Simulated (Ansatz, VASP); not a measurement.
# W in VASP and in Ansatz

INCAR

```
SYSTEM = W
PREC = Accurate ; ENCUT = 520
EDIFF = 1E-7 ; ISMEAR = -1
SIGMA = 0.1 ; LREAL = .False.
LASPH = .True. ; NELM = 100
ALGO = Normal ; ISIF = 2
LWAVE = .False. ; LCHARG = .False.
GGA = PE ; NBANDS = 21
```

File KPOINTS:

```
Automatic mesh
0
Gamma
  11 11 11
  0 0 0
```

Contents of POSCAR:

```
W
1.0
    0.0000000000      2.9544324207      2.9544324207
    2.9544324207      0.0000000000      2.9544324207
    2.9544324207      2.9544324207      0.0000000000
W
2
Direct
    0.1250000000      0.1250000000      0.1250000000
    0.8750000000      0.8750000000      0.8750000000
```

Input for Ansatz:

```yaml
crystal:
  lattice:
    - [0.0, 2.9544324207, 2.9544324207]
    - [2.9544324207, 0.0, 2.9544324207]
    - [2.9544324207, 2.9544324207, 0.0]
  atoms:
    - { symbol: W, position: [0.125, 0.125, 0.125] }
    - { symbol: W, position: [0.875, 0.875, 0.875] }
hamiltonian:
  xc: pbe
  pseudopotentials:
    kind: paw
    azcp:
      W: "pseudopotentials/W.paw.azcp"
basis:
  ecutwfc: 420
  fft_grid_basis: typed
kpoints:
  mp_grid: { grid: [11, 11, 11], shift: [0, 0, 0] }
magnetization:
  spin_polarized: false
scf:
  occupations: { method: fermi_dirac, width: 0.1 }
  lower_state_search: "off"
output:
  stress: true
```

Alike in both runs: task single point; functional PBE; k mesh 11 × 11 × 11; occupations fermi-dirac, width 0.1 eV; no spin polarisation.

```csv
,VASP,Ansatz
version,VASP 6.6.1,Ansatz 0.2.0
potentials or method,"VASP PAW PBE potentials, release 64 (W_sv)","plane waves (420 eV) with PAW, scalar-relativistic"
plane-wave cutoff (eV),520,420
valence electrons in the cell,28,28
```

```csv
,VASP,Ansatz,Ansatz less VASP
pressure (GPa),-4.0,-4.4,-0.38
```

Spin-orbit coupling is left out, which matters for the levels of W.
